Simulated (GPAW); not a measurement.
Runs of GPAW 26.7.0 on NaI. Symmetry: Fm-3m, No. 225, cubic system. The conventional cell has a = 6.473 Å, b = 6.473 Å, c = 6.473 Å, α = 90.00°, β = 90.00°, γ = 90.00°. I (site symmetry m-3m) has 6 Na at 3.24 Å as nearest neighbours. Na (site symmetry m-3m) is surrounded by 6 I at 3.24 Å. 

```tsv
task	level	potentials or basis	spin	k mesh	cutoff (eV)	eigensolver	band path	band points	spin axis theta (degrees)	spin axis phi (degrees)	gap on the mesh (eV)	pressure (GPa)
band structure	revTPSS	GPAW PAW data sets (gpaw-data 1.2.1), pw	SOC, no magnetisation	6 × 6 × 6	800	davidson	GXWKGLUWLK,UX	100	90	45	3.63	(a)
single point	TB-mBJ	GPAW PAW data sets for LDA (gpaw-data 1.2.1), pw	off	6 × 6 × 6	800	-	-	-	-	-	5.44	-
band structure	LDA	PAW data sets generated in the run's folder for this functional, pw	off	6 × 6 × 6	800	-	GXWKGLUWLK,UX	80	-	-	3.34	-1.6
one-shot levels of the hybrid HSE06	LDA	the program's PAW data sets (release 1.2.1) made for this functional, pw	off	5 × 5 × 5	600	-	-	-	-	-	3.34	-1.6
band structure	optB88-vdW	GPAW PAW data sets (gpaw-data 1.2.1), pw	SOC, no magnetisation	6 × 6 × 6	800	-	GXWKGLUWLK,UX	80	0	0	3.33	-
```

Alike in all rows: cell as given; smearing fermi-dirac 0.05 eV.

Task: Estimate the missing entries.

Result: (a) 0.1.

Caveats: the PAW data sets were made with another functional, which shifts forces and pressure a little (some runs); spin-orbit coupling is left out, which moves the levels of the heavy elements (some runs); spin-orbit coupling was added after a scalar SCF, so levels and gaps hold it while energy, forces, pressure and moments don't (some runs); this program's spin-orbit splittings come out too wide for heavy elements (some runs); a model potential gives levels but no total energy (some runs); the cutoff is short for stress and forces, so pressures can be off by a GPa or more (some runs); energy and the plain gap are those of the semilocal run (some runs).

A k mesh can miss the band edges, and rows without SOC leave out spin-orbit coupling on I.

Runs at the PBE level aren't shown here.
